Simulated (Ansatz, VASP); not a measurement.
# LiCl, level by level in two programs

```
Cl Li
1.0
     0.00000    2.56477    2.56477
     2.56477    0.00000    2.56477
     2.56477    2.56477    0.00000
Cl Li
1 1
Direct
  0.50000 0.50000 0.50000
  0.00000 0.00000 0.00000
```

Single points on this cell with VASP 6.6.1 and Ansatz 0.2.0. Each row is one pair of runs. Alike in all rows: spin: off; k mesh: 9 × 9 × 9; Ansatz's potentials, cutoff: Ansatz PAW, 420 eV.

| level | smearing | VASP's potentials, cutoff | gap on the k mesh at the Fermi level (eV), VASP | gap on the k mesh at the Fermi level (eV), Ansatz | least direct gap on the mesh (eV), VASP | least direct gap on the mesh (eV), Ansatz |
| --- | --- | --- | --- | --- | --- | --- |
| PBE | fermi-dirac, width 0.05 eV | VASP PAW PBE potentials, release 64 (Cl, Li_sv), 520 eV | 6.34 | 6.33 | 6.34 | 6.33 |
| PBE | gaussian, width 0.05 eV | VASP PAW PBE potentials, release 64 (Cl, Li), 500 eV | 6.33 | 6.33 | 6.33 | 6.33 |
| LDA | gaussian, width 0.1 eV | VASP PAW LDA potentials, release 64 (Cl, Li_sv), 520 eV | 6.00 | 5.99 | 6.00 | 5.99 |
| PBE | gaussian, width 0.02 eV | VASP PAW PBE potentials, release 64 (Cl_GW, Li_GW), 550 eV | 6.32 | 6.33 | 6.32 | 6.33 |

Gap on the k mesh at the fermi level (eV): the two programs differ by at most 0.019; least direct gap on the mesh (eV): the two programs differ by at most 0.019.

Caveats: an odd mesh through Γ misses points on the zone boundary, where band edges often lie (VASP); odd divisions of the mesh miss points on the zone boundary, where band edges often lie, so the gap on the mesh can be too wide (Ansatz).

The runs don't all hold the same shells in valence.
